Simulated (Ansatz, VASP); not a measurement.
# Ir in VASP and in Ansatz

The input INCAR:

```
PREC     = Accurate       # precision mode
ENCUT    = 520            # plane-wave cutoff, eV
EDIFF    = 1E-6           # SCF threshold, eV
ISMEAR   = -1             # smearing method
SIGMA    = 0.1            # smearing width, eV
LREAL    = F              # projectors in reciprocal space
LASPH    = T              # aspherical terms in the spheres
NELM     = 80             # most SCF steps
ALGO     = Normal         # electronic algorithm
ISIF     = 2              # what is computed and relaxed
LWAVE    = F              # write WAVECAR
LCHARG   = T              # write CHGCAR
GGA      = RE             # functional
LELF     = T              # ELF
LVHAR    = T            
NBANDS   = 10             # bands
```

File KPOINTS:

```
regular mesh
0
Gamma
  14 14 14
```

POSCAR

```
Ir
1.0
    2.5464489962      0.0000000000      0.0000000000
    0.0000000000      2.5464489962      0.0000000000
    0.0000000000      0.0000000000      2.5464489962
Ir
1
Direct
    0.0000000000      0.0000000000      0.0000000000
```

Input for Ansatz:

```yaml
crystal:
  lattice:
    - [2.5464489962, 0.0, 0.0]
    - [0.0, 2.5464489962, 0.0]
    - [0.0, 0.0, 2.5464489962]
  atoms:
    - { symbol: Ir, position: [0.0, 0.0, 0.0] }
hamiltonian:
  xc: revpbe
  pseudopotentials:
    kind: paw
    azcp:
      Ir: "pseudopotentials/Ir.paw.azcp"
basis:
  ecutwfc: 420
  fft_grid_basis: typed
kpoints:
  mp_grid: { grid: [14, 14, 14], shift: [0, 0, 0] }
magnetization:
  spin_polarized: false
scf:
  occupations: { method: fermi_dirac, width: 0.1 }
  lower_state_search: "off"
output:
  stress: true
  write_density: true
  write_potential: true
  elf: true
  volumetric_format: npy
```

Alike in both runs: task single point; functional revPBE; k mesh 14 × 14 × 14; occupations fermi-dirac, width 0.1 eV; no spin polarisation.

|  | VASP | Ansatz |
| --- | --- | --- |
| version | VASP 6.6.1 | Ansatz 0.2.0 |
| potentials or method | VASP PAW PBE potentials, release 64 (Ir) | plane waves (420 eV) with PAW, scalar-relativistic |
| plane-wave cutoff (eV) | 520 | 420 |
| valence electrons in the cell | 9 | 17 |

VASP gave:

- pressure (GPa): 10.3

Q: Which values does Ansatz return?

A: Pressure (GPa): 10.1.

The two sets of potentials don't hold the same shells in valence.

Caveats: the PAW data sets were made with another functional, which shifts forces and pressure a little (VASP). Spin-orbit coupling is left out, which matters for the levels of Ir.
